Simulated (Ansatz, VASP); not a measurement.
Two plane-wave programs on SiC

```
Si C
1.0
     3.04211    0.00000    0.00000
    -1.52105    2.63454    0.00000
     0.00000    0.00000    5.24151
Si C
2 2
Direct
  0.33333 0.66667 0.00456
  0.66667 0.33333 0.50456
  0.33333 0.66667 0.38044
  0.66667 0.33333 0.88044
```

Alike in both runs: task single point; functional PBE; k mesh 12 × 12 × 6; occupations gaussian, width 0.05 eV; no spin polarisation.

|  | VASP | Ansatz |
| --- | --- | --- |
| version | VASP 6.6.1 | Ansatz 0.2.0 |
| potentials or method | VASP PAW PBE potentials, release 64 (Si, C) | scalar-relativistic, plane waves, PAW |
| plane-wave cutoff (eV) | 520 | 420 |
| valence electrons in the cell | 16 | 16 |

VASP gave:

| Item | Value |
| --- | --- |
| gap on the k mesh at the Fermi level (eV) | 2.12 |
| least direct gap on the mesh (eV) | 4.37 |
| pressure (GPa) | 0.8 |
| largest component of the traceless stress (GPa) | 16.89 |
| rms of the force components (eV/Å) | 0.189 |

Task: Which values does Ansatz return?

Result: gap on the k mesh at the Fermi level (eV): 2.13; least direct gap on the mesh (eV): 4.37; pressure (GPa): 0.9; largest component of the traceless stress (GPa): 16.83; rms of the force components (eV/Å): 0.190.

Atom by atom the forces differ by 0.000 eV/Å (rms over components). The functional is the same, so the differences come from potentials, cutoffs and numerics.

A k mesh can miss the band edges. As with any semilocal functional, this PBE gap is likely too small.
